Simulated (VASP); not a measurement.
Input of a VASP 6.6.1 run:

Contents of INCAR:

```
  PREC = Accurate
  ENCUT = 520
  EDIFF = 1E-7
  ISMEAR = -1
  SIGMA = 0.1
  LREAL = F
  LASPH = T
  NELM = 80
  ALGO = Normal
  ISIF = 2
  LWAVE = F
  LCHARG = F
  GGA = CA
  NBANDS = 20
```

Contents of KPOINTS:

```
regular mesh
0
Gamma
  11 11 6
```

Contents of POSCAR:

```
Tl
1.0
    3.4014029632      0.0000000000      0.0000000000
   -1.7007014816      2.9457013746      0.0000000000
    0.0000000000      0.0000000000      5.4430041633
Tl
2
Direct
    0.3333333333      0.6666666667      0.2500000000
    0.6666666667      0.3333333333      0.7500000000
```

Potentials or basis: VASP PAW LDA potentials, release 64 (Tl_d).

Launch:

```bash
$ cat potpaw_LDA.64/Tl_d/POTCAR > POTCAR
$ mpirun -np 1 vasp_std > vasp.out
```

(1) Estimate the band gap on the k mesh.

(2) What does it give for the pressure?

Results:

(1) none (metal or under the smearing width).

(2) 0.1 GPa.
